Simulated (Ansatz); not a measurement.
Structure types of Ga were relaxed at one common pressure (all-electron LAPW in Ansatz 0.2.0 under PBE, scalar-relativistic, no spin polarisation, zero temperature). They take these volumes:

```csv
type,space group,V (Å³/atom)
bcc,Im-3m,8.09
hcp,P6_3/mmc,8.06
diamond,Fd-3m,9.59
sc,Pm-3m,8.44
beta tin,I4_1/amd,8.33
```

Q: At about which pressure, and is the densest type also the lowest in enthalpy?

A: 330 GPa. The densest is hcp, and it is also the lowest in enthalpy among these.
